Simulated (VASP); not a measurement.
# KBr (Fm-3m) in VASP: a series of runs

Aim: see how the results for KBr move with the level of theory and the settings. Levels: PW91, r2SCAN, SCAN, optB88-vdW, vdW-DF-cx. Tasks: relaxation of cell and atoms.

Everything below comes from runs of VASP 6.6.1. Logs are shortened: lines on timing, memory, paths and dates and some standing lists are left out, and cuts for length are marked.

## (1) Starting point

The structure is cubic, space group Fm-3m (No. 225). The conventional cell has a = 6.600 Å, b = 6.600 Å, c = 6.600 Å, α = 90.00°, β = 90.00°, γ = 90.00°. Br (site symmetry m-3m) is surrounded by 6 K at 3.30 Å. K (site symmetry m-3m) is surrounded by 6 Br at 3.30 Å.

## (2) Relaxation of cell and atoms, PW91

File INCAR:

```
PREC = Accurate ; ENCUT = 600
EDIFF = 1E-6 ; ISMEAR = -1
SIGMA = 0.05 ; LREAL = False
LASPH = True ; NELM = 100
ALGO = Normal ; ISIF = 3
LWAVE = False ; LCHARG = False
GGA = 91 ; IBRION = 2
NSW = 40 ; EDIFFG = -0.005
```

File KPOINTS:

```
regular mesh
0
Gamma
  7 7 7
```

File POSCAR:

```
KBr
1.0
    0.0000000000      3.3000000000      3.3000000000
    3.3000000000      0.0000000000      3.3000000000
    3.3000000000      3.3000000000      0.0000000000
Br K
1 1
Direct
    0.5000000000      0.5000000000      0.5000000000
    0.0000000000      0.0000000000      0.0000000000
```

Potentials or basis: VASP PAW PBE potentials, release 64 (Br, K_sv).

Run with:

```
> cat potpaw_PBE.64/Br/POTCAR potpaw_PBE.64/K_sv/POTCAR > POTCAR
> mpirun -np 1 vasp_std > vasp.out
```

OUTCAR:

```text
PREC = Accurate
   ENCUT = 600
   EDIFF = 1E-6
   ISMEAR = -1
   LREAL = False
   LASPH = True
   NELM = 100
   ISIF = 3
   GGA = 91
   IBRION = 2
   NSW = 40
   EDIFFG = -0.005

 ion  position               nearest neighbor table
   1  0.500  0.500  0.500-   2 3.30   2 3.30   2 3.30   2 3.30   2 3.30   2 3.30
   2  0.000  0.000  0.000-   1 3.30   1 3.30   1 3.30   1 3.30   1 3.30   1 3.30

  LATTYP: Found a face centered cubic cell.
 ALAT       =     6.6000000000

  Lattice vectors:

 A1 = (   0.0000000000,   3.3000000000,   3.3000000000)
 A2 = (   3.3000000000,   0.0000000000,   3.3000000000)
 A3 = (   3.3000000000,   3.3000000000,   0.0000000000)

Analysis of symmetry for initial positions (statically):
=====================================================================
 Subroutine PRICEL returns:
 Original cell was already a primitive cell.

 Routine SETGRP: Setting up the symmetry group for a
 face centered cubic supercell.

 Subroutine GETGRP returns: Found 48 space group operations
 (whereof 48 operations were pure point group operations)
 out of a pool of 48 trial point group operations.

The static configuration has the point symmetry O_h .

Analysis of symmetry for dynamics (positions and initial velocities):
=====================================================================
 Subroutine PRICEL returns:
 Original cell was already a primitive cell.

 Routine SETGRP: Setting up the symmetry group for a
 face centered cubic supercell.

 Subroutine GETGRP returns: Found 48 space group operations
 (whereof 48 operations were pure point group operations)
 out of a pool of 48 trial point group operations.

The dynamic configuration has the point symmetry O_h .

 Subroutine INISYM returns: Found 48 space group operations
 (whereof 48 operations are pure point group operations),
 and found     1 'primitive' translations

----------------------------------------------------------------------------------------

                                     Primitive cell

  volume of cell :      71.8740

  direct lattice vectors                    reciprocal lattice vectors
     0.000000000  3.300000000  3.300000000    -0.151515152  0.151515152  0.151515152
     3.300000000  0.000000000  3.300000000     0.151515152 -0.151515152  0.151515152
     3.300000000  3.300000000  0.000000000     0.151515152  0.151515152 -0.151515152

  length of vectors
     4.666904756  4.666904756  4.666904756     0.262431941  0.262431941  0.262431941

  position of ions in fractional coordinates (direct lattice)
     0.500000000  0.500000000  0.500000000
     0.000000000  0.000000000  0.000000000

  ion indices of the primitive-cell ions
   primitive index   ion index
                 1           1
                 2           2

----------------------------------------------------------------------------------------

 KPOINTS: regular mesh

Automatic generation of k-mesh.
 Grid dimensions read from file:
 generate k-points for:    7    7    7

 Generating k-lattice:

  Cartesian coordinates                     Fractional coordinates (reciprocal lattice)
    -0.021645022  0.021645022  0.021645022     0.142857143  0.000000000  0.000000000
     0.021645022 -0.021645022  0.021645022     0.000000000  0.142857143  0.000000000
     0.021645022  0.021645022 -0.021645022     0.000000000  0.000000000  0.142857143

  Length of vectors
     0.037490277  0.037490277  0.037490277

  Shift w.r.t. Gamma in fractional coordinates (k-lattice)
     0.000000000  0.000000000  0.000000000

 Subroutine IBZKPT returns following result:
 ===========================================

 Found     20 irreducible k-points:

 Following reciprocal coordinates:
            Coordinates               Weight
  0.000000  0.000000  0.000000      1.000000
  0.142857  0.000000  0.000000      8.000000
  0.285714  0.000000  0.000000      8.000000
  0.428571  0.000000  0.000000      8.000000
  0.142857  0.142857  0.000000      6.000000
  0.285714  0.142857  0.000000     24.000000
[... 12 lines left out ...]
 -0.428571  0.428571  0.142857     24.000000
 -0.285714  0.428571  0.142857     24.000000
   k-points           NKPTS =     20   k-points in BZ     NKDIM =     20   number of bands    NBANDS=     12
   number of dos      NEDOS =    301   number of ions     NIONS =      2
   total plane-waves  NPLWV =  64000
   dimension x,y,z NGX =    40 NGY =   40 NGZ =   40
   dimension x,y,z NGXF=    80 NGYF=   80 NGZF=   80
   ions per type =               1   1
   NGX,Y,Z   is equivalent  to a cutoff of  14.25, 14.25, 14.25 a.u.
   NGXF,Y,Z  is equivalent  to a cutoff of  28.50, 28.50, 28.50 a.u.
 SYSTEM =  unknown system
   PREC   = accura    normal or accurate (medium, high low for compatibility)
   ISTART =      0    job   : 0-new  1-cont  2-samecut
   ICHARG =      2    charge: 1-file 2-atom 10-const
   ISPIN  =      1    spin polarized calculation?
   LNONCOLLINEAR =      F non collinear calculations
[... 60 lines left out ...]
  --------------------------------------------------------------------------------------
  -------------------------------------------------------------------------------------
  Total        0.3192832      0.3192832      0.3192832     -0.0000000      0.0000000      0.0000000
  in kB        7.1172921      7.1172921      7.1172921     -0.0000000      0.0000000      0.0000000
  external PRESSURE =       7.1172921 kB  Pullay stress =       0.0000000 kB

 VOLUME and BASIS-vectors are now :
 -----------------------------------------------------------------------------
  energy-cutoff  :      600.00
  volume of cell :       71.87
      direct lattice vectors                 reciprocal lattice vectors
     0.000000000  3.300000000  3.300000000    -0.151515152  0.151515152  0.151515152
     3.300000000  0.000000000  3.300000000     0.151515152 -0.151515152  0.151515152
     3.300000000  3.300000000  0.000000000     0.151515152  0.151515152 -0.151515152

 POSITION                                       TOTAL-FORCE (eV/Angst)
 -----------------------------------------------------------------------------------
      3.30000      3.30000      3.30000        -0.000000     -0.000000      0.000000
      0.00000      0.00000      0.00000         0.000000      0.000000     -0.000000
 -----------------------------------------------------------------------------------
    total drift:                                0.000000     -0.000000     -0.000000

  FREE ENERGIE OF THE ION-ELECTRON SYSTEM (eV)
  ---------------------------------------------------
  free  energy   TOTEN  =        -6.2751851286 eV
[... 17 lines left out ...]
 VOLUME and BASIS-vectors are now :
 -----------------------------------------------------------------------------
  energy-cutoff  :      600.00
  volume of cell :       73.55
      direct lattice vectors                 reciprocal lattice vectors
    -0.000000000  3.325415061  3.325415061    -0.150357171  0.150357171  0.150357171
     3.325415061  0.000000000  3.325415061     0.150357171 -0.150357171  0.150357171
     3.325415061  3.325415061  0.000000000     0.150357171  0.150357171 -0.150357171

 POSITION                                       TOTAL-FORCE (eV/Angst)
 -----------------------------------------------------------------------------------
      3.32542      3.32542      3.32542        -0.000000      0.000000     -0.000000
      3.32542      3.32542      6.65083         0.000000     -0.000000      0.000000
 -----------------------------------------------------------------------------------
    total drift:                               -0.000000     -0.000000     -0.000000

  FREE ENERGIE OF THE ION-ELECTRON SYSTEM (eV)
  ---------------------------------------------------
  free  energy   TOTEN  =        -6.2806269974 eV

  energy  without entropy=       -6.2806269973  energy(sigma->0) =       -6.28062700

--------------------------------------- Ionic step        3  -------------------------------------------

 number of electron      15.9999999 magnetization

 Free energy of the ion-electron system (eV)
  ---------------------------------------------------
  ext. energy  EPLUGINS =         0.00000000
  ---------------------------------------------------
  free energy    TOTEN  =        -6.28251631 eV

  energy without entropy =       -6.28251631  energy(sigma->0) =       -6.28251631

 E-fermi :  -0.8825     XC(G=0):  -7.2263

 val. band max:       -1.9684500845   @ k =   0.0000   0.0000   0.0000
 cond. band min:       2.3702013926   @ k =   0.0000   0.0000   0.0000
 fundamental gap:      4.3386514772
 Fermi energy:        -0.8824861036

 k-point     1 :       0.0000    0.0000    0.0000
  band No.  band energies     occupation
      1     -29.8013      2.00000
      2     -14.1809      2.00000
      3     -13.3326      2.00000
      4     -13.3326      2.00000
      5     -13.3326      2.00000
      6      -1.9685      2.00000
      7      -1.9685      2.00000
      8      -1.9685      2.00000
      9       2.3702      0.00000
     10       5.6270      0.00000
     11       5.6270      0.00000
     12       5.6270      0.00000

 k-point     2 :       0.1429    0.0000    0.0000
  band No.  band energies     occupation
      1     -29.8005      2.00000
      2     -14.2204      2.00000
      3     -13.3335      2.00000
      4     -13.3335      2.00000
      5     -13.2816      2.00000
      6      -2.2271      2.00000
      7      -2.0280      2.00000
      8      -2.0280      2.00000
      9       2.8460      0.00000
     10       5.5051      0.00000
     11       5.8563      0.00000
     12       5.8563      0.00000
[... 281 lines left out ...]
 VOLUME and BASIS-vectors are now :
 -----------------------------------------------------------------------------
  energy-cutoff  :      600.00
  volume of cell :       75.28
      direct lattice vectors                 reciprocal lattice vectors
    -0.000000000  3.351338375  3.351338375    -0.149194126  0.149194126  0.149194126
     3.351338375  0.000000000  3.351338375     0.149194126 -0.149194126  0.149194126
     3.351338375  3.351338375  0.000000000     0.149194126  0.149194126 -0.149194126

 POSITION                                       TOTAL-FORCE (eV/Angst)
 -----------------------------------------------------------------------------------
      3.35134      3.35134      3.35134         0.000000      0.000000      0.000000
      0.00000      0.00000      0.00000        -0.000000      0.000000     -0.000000
 -----------------------------------------------------------------------------------
    total drift:                                0.000000     -0.000000     -0.000000

  FREE ENERGIE OF THE ION-ELECTRON SYSTEM (eV)
  ---------------------------------------------------
  free  energy   TOTEN  =        -6.2825163076 eV

  energy  without entropy=       -6.2825163075  energy(sigma->0) =       -6.28251631

 reached required accuracy - stopping structural energy minimisation
```

Wall time 64 s (1 thread of Intel Xeon Platinum 8488C (Sapphire Rapids), shared host); peak memory 0.25 GiB.

Results:

```yaml
Free_energy: -6.2825 eV
Relaxed_volume: 37.64 Å³/atom
Relaxed_cell: a = 4.740 Å, b = 4.740 Å, c = 4.740 Å, α = 60.00°, β = 60.00°, γ = 60.00°
Space_group_after_relaxing_to_0.05_Å: Fm-3m (No. 225)
Energy_gained_by_relaxing: 3.7 meV/atom
Ionic_steps: 3
Pressure_after_relaxing: 0.0 GPa
Band_gap_on_the_k_mesh: 4.34 eV, direct
```

Step by step:
```tsv
step	energy change (eV)	largest force (eV/Å)	pressure (GPa)	volume (Å³)
1	0.0000	0.0000	0.71	71.87
2	-0.0054	0.0000	0.34	73.55
3	-0.0073	0.0000	0.01	75.28
```

Final structure:
```
CELL_PARAMETERS angstrom
0.00000 3.35134 3.35134
3.35134 0.00000 3.35134
3.35134 3.35134 0.00000
ATOMIC_POSITIONS crystal
Br 0.50000 0.50000 0.50000
K 0.00000 0.00000 0.00000
```

Caveat: the PAW data sets were made with another functional, which shifts forces and pressure a little; an odd mesh through Γ misses points on the zone boundary, where band edges often lie. Zero-point motion and thermal expansion aren't in these numbers.

(Part 1 of 2 ends here.)
